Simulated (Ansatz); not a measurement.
The system is TiO2 (Anatase).

```
CELL_PARAMETERS angstrom
-1.89210 1.89210 4.75730
1.89210 -1.89210 4.75730
1.89210 1.89210 -4.75730
ATOMIC_POSITIONS crystal
Ti 0.75000 0.25000 0.50000
Ti 0.00000 0.00000 0.00000
O 0.79190 0.79190 0.00000
O 0.54190 0.04190 0.50000
O 0.95810 0.45810 0.50000
O 0.20810 0.20810 0.00000
```

Base run:

- Program: Ansatz 0.2.0
- Functional: PBE
- Potentials or basis: Ansatz PAW
- Cutoff: 420 eV
- Density cutoff: 1680 eV
- k mesh: 10 × 10 × 10
- Occupations: fermi-dirac, width 0.05 eV
- Spin: no spin polarisation
- Hubbard terms: Ti d U = 5 eV

Its results: band gap on the k mesh 2.81 eV, indirect (least direct gap 3.17 eV); pressure 9.5 GPa; largest force 0.055 eV/Å.

Task: After a change of settings the same cell gave: band gap on the k mesh 2.14 eV, indirect (least direct gap 2.46 eV); pressure 5.2 GPa; largest force 0.102 eV/Å. Which change was it?
A. hubbard terms from Ti d U = 5 eV to Ti d U = 2 eV
B. functional from PBE to PBEsol; hubbard terms from Ti d U = 5 eV to Ti d U = 6 eV
C. hubbard terms from Ti d U = 5 eV to none; hubbard projectors from ortho-atomic (the default) to none
D. functional from PBE to revPBE; hubbard terms from Ti d U = 5 eV to none; hubbard projectors from ortho-atomic (the default) to none

Result: C.

The U term pushes filled and empty states of the shell apart.

Caveats: the density of states is complete only up to the lowest level of the last band computed.

Not every run made on this cell is shown here.
